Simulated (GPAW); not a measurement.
Runs of GPAW 26.7.0 on MgS (Niningerite). It takes space group Fm-3m (No. 225, cubic). The conventional cell has a = 5.203 Å, b = 5.203 Å, c = 5.203 Å, α = 90.00°, β = 90.00°, γ = 90.00°. S (site symmetry m-3m) has 6 Mg at 2.60 Å as nearest neighbours. Mg (site symmetry m-3m) has 6 S at 2.60 Å as nearest neighbours. 

| task | level | potentials or basis | cell | k mesh | cutoff (eV) | smearing | optimizer | fmax | max steps | convergence | band path | gap on the mesh (eV) | pressure (GPa) | V0 of scaled cells (Å³/atom) | relaxed volume (Å³/atom) | B0 (GPa) |
| --- | --- | --- | --- | --- | --- | --- | --- | --- | --- | --- | --- | --- | --- | --- | --- | --- |
| relaxation of cell and atoms | PBE+D4 | GPAW PAW data sets (gpaw-data 1.2.1), pw | relaxed | 9 × 9 × 9 | 800 | fermi-dirac 0.05 eV | BFGS | 0.02 eV/Å | 60 | density=1e-05 forces=0.0001 | - | 2.97 | 0.0 | - | 17.26 | - |
| band structure | LDA | the program's PAW data sets (release 1.2.1) made for this functional, pw | as given | 7 × 7 × 7 | 800 | fermi-dirac 0.05 eV | - | - | - | - | GXWKGLUWLK,UX | 2.78 | -3.3 | - | - | - |
| relaxation of cell and atoms | PBE | GPAW PAW data sets (gpaw-data 1.2.1), pw | relaxed | 9 × 9 × 9 | 800 | fermi-dirac 0.05 eV | BFGS | 0.02 eV/Å | 60 | density=1e-05 forces=0.0001 | - | 2.89 | 0.0 | - | 17.85 | - |
| band structure | BEEF-vdW | GPAW PAW data sets (gpaw-data 1.2.1), pw | as given | 7 × 7 × 7 | 800 | fermi-dirac 0.05 eV | - | - | - | - | GXWKGLUWLK,UX | 3.32 | - | - | - | - |
| equation of state | SOGGA | PAW data sets generated in the run's folder for this functional, pw | as given | 7 × 7 × 7 | 800 | fermi-dirac 0.05 eV | - | - | - | - | - | - | - | 17.37 | - | (c) |
| band structure | SCAN | GPAW PAW data sets (gpaw-data 1.2.1), pw | as given | 7 × 7 × 7 | 800 | fermi-dirac 0.05 eV | - | - | - | - | GXWKGLUWLK,UX | (a) | -0.2 | - | - | - |
| phonons | PBE+D3(BJ) | GPAW PAW data sets (gpaw-data 1.2.1), pw | relaxed | 9 × 9 × 9 | 800 | fermi-dirac 0.05 eV | - | - | - | density=1e-06 eigenstates=1e-09 | - | (b) | 0.0 | - | - | - |
| electron localisation function | revPBE | the program's PAW data sets (release 1.2.1) made for this functional, pw | as given | 6 × 6 × 6 | 680 | fermi-dirac 0.01 eV | - | - | - | - | - | 2.92 | 2.8 | - | - | - |
| band structure | revTPSS | GPAW PAW data sets (gpaw-data 1.2.1), pw | as given | 7 × 7 × 7 | 800 | fermi-dirac 0.05 eV | - | - | - | - | GXWKGLUWLK,UX | 3.31 | 0.6 | - | - | - |
| equation of state | LDA | PAW data sets generated in the run's folder for this functional, pw | as given | 7 × 7 × 7 | 800 | fermi-dirac 0.05 eV | - | - | - | - | - | - | - | 16.88 | - | 83 |
| single point | PBE | GPAW PAW data sets (gpaw-data 1.2.1), pw | as given | 9 × 9 × 9 | 800 | gaussian 0.02 eV | - | - | - | - | - | 2.92 | 1.1 | - | - | - |
| band structure | PBE | PAW data sets generated in the run's folder for this functional, pw | as given | 7 × 7 × 7 | 800 | fermi-dirac 0.05 eV | - | - | - | - | GXWKGLUWLK,UX | 3.01 | 1.1 | - | - | - |

Alike in all rows: no spin polarisation.

Fill in the values left out.

(a) 3.69; (b) 2.99; (c) 79.

Caveats: the mesh misses the band edges, which the band path finds closer together (some runs); an odd mesh through Γ misses points on the zone boundary, where band edges often lie (some runs); the PAW data sets were made with another functional, which shifts forces and pressure a little (some runs); later steps reuse the first step's grids (some runs); the LO-TO splitting is left out (some runs); the cutoff is short for stress and forces, so pressures can be off by a GPa or more (some runs).

Not every run made on this cell is shown here.
